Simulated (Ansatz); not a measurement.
SiGe6: competing structures

Level of theory: DFT PBE, scalar-relativistic, plane waves, PAW in Ansatz. All cells share a 420 eV cutoff and Γ-centred k meshes spaced at most about 0.3 Å⁻¹ (about 0.25 or finer for metals, 2π included). No spin polarisation.

Energies over the elements count from the elements' standard structures at the same level, with no fitted energy shifts.

All energies are static (0 K, no zero-point motion). Larger cells and other orderings weren't all tried, so the list isn't exhaustive. The k mesh leaves some 4 meV/atom of noise in the energy of each metallic cell. The zero gap of I4_1/amd may come from the functional, which often closes small gaps.

Invented guesses were relaxed alike, and ends that match in structure were merged. ΔE counts from the first row. Coordination counts Ge atoms around Si (those within 1.25 times the shortest such distance or 1.15 times the sum of covalent radii, 1.27 where that leaves under three; a plus sign parts nearer from farther groups). The ends were matched against large subsets of the Crystallography Open Database and the Materials Project, so a missing match doesn't prove that a structure is unreported.

| # | reached from | type and space group | atoms | Å³/atom | coordination | ΔE (meV/atom) | gap on mesh (eV) | in databases |
| --- | --- | --- | --- | --- | --- | --- | --- | --- |
| 1 | a cell proposed by chemical analogy | R-3 (No. 148) | 14 | 23.3 | Si 3 | 0 | 0.06 | no match |
| 2 | a cell proposed by chemical analogy | I4_1/amd (No. 141) | 14 | 23.3 | Si 4 | 3 | 0.00 | no match |
| 3 | random cell | Cmmm (No. 65) | 7 | 20.2 | Si 4+4 | 301 | 0.00 | no match |

The first two are tied within the noise. The first: Space group R-3 (No. 148), trigonal, a = 10.691 Å, c = 9.888 Å. Si is surrounded by 1 Si at 2.38 Å and 3 Ge at 2.44 Å; Ge on its first site has 4 Ge at 2.48–2.49 Å; Ge on its second site is surrounded by 1 Si at 2.44 Å and 3 Ge at 2.49 Å. Its energy over the elements is +0.005 eV/atom. The formation energy is too near zero to say whether this cell lies below the elements. An observed structure of this formula, if there is one, may be missing.

```cif
data_structure
_symmetry_space_group_name_H-M 'R-3:H'
_symmetry_Int_Tables_number 148
_cell_length_a 10.6907
_cell_length_b 10.6907
_cell_length_c 9.8883
_cell_angle_alpha 90.000
_cell_angle_beta 90.000
_cell_angle_gamma 120.000
_cell_volume 978.73
loop_
_atom_site_label
_atom_site_type_symbol
_atom_site_symmetry_multiplicity
_atom_site_Wyckoff_symbol
_atom_site_fract_x
_atom_site_fract_y
_atom_site_fract_z
_atom_site_occupancy
Si1 Si 6 c 0.00000 0.00000 0.12026 1
Ge1 Ge 18 f 0.04866 0.23815 0.54350 1
Ge2 Ge 18 f 0.04685 0.23395 0.79531 1
```

The second: Space group I4_1/amd (No. 141), tetragonal, a = 4.040 Å, c = 39.983 Å. Si has 4 Ge at 2.44 Å; Ge on its first site is surrounded by 4 Ge at 2.48 Å; Ge on its second site is surrounded by 4 Ge at 2.48–2.49 Å; around Ge on its third site lie 2 Si at 2.44 Å and 2 Ge at 2.49 Å. Counting Ge atoms around Si, the first has Si 3 and the second has Si 4. Cells relaxed within their symmetry can be saddle points.

```cif
data_structure
_symmetry_space_group_name_H-M 'I4_1/amd:1'
_symmetry_Int_Tables_number 141
_cell_length_a 4.0395
_cell_length_b 4.0395
_cell_length_c 39.9827
_cell_angle_alpha 90.000
_cell_angle_beta 90.000
_cell_angle_gamma 90.000
_cell_volume 652.43
loop_
_atom_site_label
_atom_site_type_symbol
_atom_site_symmetry_multiplicity
_atom_site_Wyckoff_symbol
_atom_site_fract_x
_atom_site_fract_y
_atom_site_fract_z
_atom_site_occupancy
Si1 Si 4 a 0.00000 0.00000 0.00000 1
Ge1 Ge 8 e 0.00000 0.50000 0.10691 1
Ge2 Ge 8 e 0.50000 0.00000 0.17925 1
Ge3 Ge 8 e 0.50000 0.00000 0.46556 1
```
